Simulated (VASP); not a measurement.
# Ti₁₂H: drag along a line

Ti₁₂H, slab, 13 atoms in the cell. PBE, constrained relaxations along a path; PAW potentials Ti_sv, H (PBE set).

Path: drag along a line, H hops from a hollow site to the next hollow site of Ti(100).

## Input

INCAR:
```
SYSTEM = Ti12H
  PREC = Normal
  ENCUT = 300
  EDIFF = 1E-6
  ISMEAR = 1
  SIGMA = 0.1
  LREAL = .FALSE.
  LASPH = .TRUE.
  NELM = 100
  ALGO = Normal
  LWAVE = .FALSE.
  LCHARG = .FALSE.
  IBRION = 2
  NSW = 60
  ISIF = 2
  EDIFFG = -0.03
  POTIM = 0.5
  KPAR = 2
```

KPOINTS:
```
k-points
0
Gamma
  3 3 1
```

POSCAR.step1:
```
Ti12H
1.0
    5.7417070632      0.0000000000      0.0000000000
    0.0000000000      5.7417070632      0.0000000000
    0.0000000000      0.0000000000     19.2300000000
Ti H
12 1
Selective dynamics
Direct
    0.0000000000      0.0000000000      0.3120124805  F F F
    0.5000000000      0.0000000000      0.3120124805  F F F
    0.0000000000      0.5000000000      0.3120124805  F F F
    0.5000000000      0.5000000000      0.3120124805  F F F
    0.2500000000      0.2500000000      0.4175767031  T T T
    0.7500000000      0.2500000000      0.4175767031  T T T
    0.2500000000      0.7500000000      0.4175767031  T T T
    0.7500000000      0.7500000000      0.4175767031  T T T
    0.0000000000      0.0000000000      0.5231409256  T T T
    0.5000000000      0.0000000000      0.5231409256  T T T
    0.0000000000      0.5000000000      0.5231409256  T T T
    0.5000000000      0.5000000000      0.5231409256  T T T
    0.2500000000      0.2500000000      0.5491419657  F T T
```

POSCAR.step2:
```
Ti12H
1.0
    5.7417070632      0.0000000000      0.0000000000
    0.0000000000      5.7417070632      0.0000000000
    0.0000000000      0.0000000000     19.2300000000
Ti H
12 1
Selective dynamics
Direct
    0.0000000000      0.0000000000      0.3120124805  F F F
    0.5000000000      0.0000000000      0.3120124805  F F F
    0.0000000000      0.5000000000      0.3120124805  F F F
    0.5000000000      0.5000000000      0.3120124805  F F F
    0.2500000000      0.2500000000      0.4175767031  T T T
    0.7500000000      0.2500000000      0.4175767031  T T T
    0.2500000000      0.7500000000      0.4175767031  T T T
    0.7500000000      0.7500000000      0.4175767031  T T T
    0.0000000000      0.0000000000      0.5231409256  T T T
    0.5000000000      0.0000000000      0.5231409256  T T T
    0.0000000000      0.5000000000      0.5231409256  T T T
    0.5000000000      0.5000000000      0.5231409256  T T T
    0.1500000000      0.2500000000      0.5491419657  F T T
```

POSCAR.step3:
```
Ti12H
1.0
    5.7417070632      0.0000000000      0.0000000000
    0.0000000000      5.7417070632      0.0000000000
    0.0000000000      0.0000000000     19.2300000000
Ti H
12 1
Selective dynamics
Direct
    0.0000000000      0.0000000000      0.3120124805  F F F
    0.5000000000      0.0000000000      0.3120124805  F F F
    0.0000000000      0.5000000000      0.3120124805  F F F
    0.5000000000      0.5000000000      0.3120124805  F F F
    0.2500000000      0.2500000000      0.4175767031  T T T
    0.7500000000      0.2500000000      0.4175767031  T T T
    0.2500000000      0.7500000000      0.4175767031  T T T
    0.7500000000      0.7500000000      0.4175767031  T T T
    0.0000000000      0.0000000000      0.5231409256  T T T
    0.5000000000      0.0000000000      0.5231409256  T T T
    0.0000000000      0.5000000000      0.5231409256  T T T
    0.5000000000      0.5000000000      0.5231409256  T T T
    0.0750000000      0.2500000000      0.5491419657  F T T
```

POSCAR.step4:
```
Ti12H
1.0
    5.7417070632      0.0000000000      0.0000000000
    0.0000000000      5.7417070632      0.0000000000
    0.0000000000      0.0000000000     19.2300000000
Ti H
12 1
Selective dynamics
Direct
    0.0000000000      0.0000000000      0.3120124805  F F F
    0.5000000000      0.0000000000      0.3120124805  F F F
    0.0000000000      0.5000000000      0.3120124805  F F F
    0.5000000000      0.5000000000      0.3120124805  F F F
    0.2500000000      0.2500000000      0.4175767031  T T T
    0.7500000000      0.2500000000      0.4175767031  T T T
    0.2500000000      0.7500000000      0.4175767031  T T T
    0.7500000000      0.7500000000      0.4175767031  T T T
    0.0000000000      0.0000000000      0.5231409256  T T T
    0.5000000000      0.0000000000      0.5231409256  T T T
    0.0000000000      0.5000000000      0.5231409256  T T T
    0.5000000000      0.5000000000      0.5231409256  T T T
    0.0000000000      0.2500000000      0.5491419657  F T T
```

POSCAR.step5:
```
Ti12H
1.0
    5.7417070632      0.0000000000      0.0000000000
    0.0000000000      5.7417070632      0.0000000000
    0.0000000000      0.0000000000     19.2300000000
Ti H
12 1
Selective dynamics
Direct
    0.0000000000      0.0000000000      0.3120124805  F F F
    0.5000000000      0.0000000000      0.3120124805  F F F
    0.0000000000      0.5000000000      0.3120124805  F F F
    0.5000000000      0.5000000000      0.3120124805  F F F
    0.2500000000      0.2500000000      0.4175767031  T T T
    0.7500000000      0.2500000000      0.4175767031  T T T
    0.2500000000      0.7500000000      0.4175767031  T T T
    0.7500000000      0.7500000000      0.4175767031  T T T
    0.0000000000      0.0000000000      0.5231409256  T T T
    0.5000000000      0.0000000000      0.5231409256  T T T
    0.0000000000      0.5000000000      0.5231409256  T T T
    0.5000000000      0.5000000000      0.5231409256  T T T
   -0.0750000000      0.2500000000      0.5491419657  F T T
```

POSCAR.step6:
```
Ti12H
1.0
    5.7417070632      0.0000000000      0.0000000000
    0.0000000000      5.7417070632      0.0000000000
    0.0000000000      0.0000000000     19.2300000000
Ti H
12 1
Selective dynamics
Direct
    0.0000000000      0.0000000000      0.3120124805  F F F
    0.5000000000      0.0000000000      0.3120124805  F F F
    0.0000000000      0.5000000000      0.3120124805  F F F
    0.5000000000      0.5000000000      0.3120124805  F F F
    0.2500000000      0.2500000000      0.4175767031  T T T
    0.7500000000      0.2500000000      0.4175767031  T T T
    0.2500000000      0.7500000000      0.4175767031  T T T
    0.7500000000      0.7500000000      0.4175767031  T T T
    0.0000000000      0.0000000000      0.5231409256  T T T
    0.5000000000      0.0000000000      0.5231409256  T T T
    0.0000000000      0.5000000000      0.5231409256  T T T
    0.5000000000      0.5000000000      0.5231409256  T T T
   -0.1500000000      0.2500000000      0.5491419657  F T T
```

POSCAR.step7:
```
Ti12H
1.0
    5.7417070632      0.0000000000      0.0000000000
    0.0000000000      5.7417070632      0.0000000000
    0.0000000000      0.0000000000     19.2300000000
Ti H
12 1
Selective dynamics
Direct
    0.0000000000      0.0000000000      0.3120124805  F F F
    0.5000000000      0.0000000000      0.3120124805  F F F
    0.0000000000      0.5000000000      0.3120124805  F F F
    0.5000000000      0.5000000000      0.3120124805  F F F
    0.2500000000      0.2500000000      0.4175767031  T T T
    0.7500000000      0.2500000000      0.4175767031  T T T
    0.2500000000      0.7500000000      0.4175767031  T T T
    0.7500000000      0.7500000000      0.4175767031  T T T
    0.0000000000      0.0000000000      0.5231409256  T T T
    0.5000000000      0.0000000000      0.5231409256  T T T
    0.0000000000      0.5000000000      0.5231409256  T T T
    0.5000000000      0.5000000000      0.5231409256  T T T
   -0.2500000000      0.2500000000      0.5491419657  F T T
```

Commands (each step's output is kept before the next begins):
```
cat potpaw_PBE.64/Ti_sv/POTCAR potpaw_PBE.64/H/POTCAR > POTCAR
cp POSCAR.step1 POSCAR
mpirun -np 8 vasp_std > vasp.out
cp POSCAR.step2 POSCAR
mpirun -np 8 vasp_std > vasp.out
cp POSCAR.step3 POSCAR
mpirun -np 8 vasp_std > vasp.out
cp POSCAR.step4 POSCAR
mpirun -np 8 vasp_std > vasp.out
cp POSCAR.step5 POSCAR
mpirun -np 8 vasp_std > vasp.out
cp POSCAR.step6 POSCAR
mpirun -np 8 vasp_std > vasp.out
cp POSCAR.step7 POSCAR
mpirun -np 8 vasp_std > vasp.out
```

## Result

- Barrier (eV): 0.301
- Ionic steps, all stages: 105
- Electronic steps, all stages: 1734

Energy along the pull:

| Share of the way | Energy above the start (eV) |
|---|---|
| 0 | 0.000 |
| 0.2 | 0.183 |
| 0.35 | 0.276 |
| 0.5 | 0.301 |
| 0.65 | 0.276 |
| 0.8 | 0.183 |
| 1 | -0.000 |

The slab is face-centred cubic Ti(100), which isn't the element's stable structure, in-plane cell 5.74 × 5.74 Å, with 3 × 3 k points.

Limits: the adatom repeats in each 2 x 2 surface cell, and the slab has three layers.

VASP 6.6.1 took 1722 s on 8 cores (Intel Xeon Platinum 8375C @ 2.90GHz (Ice Lake)), a shared host.
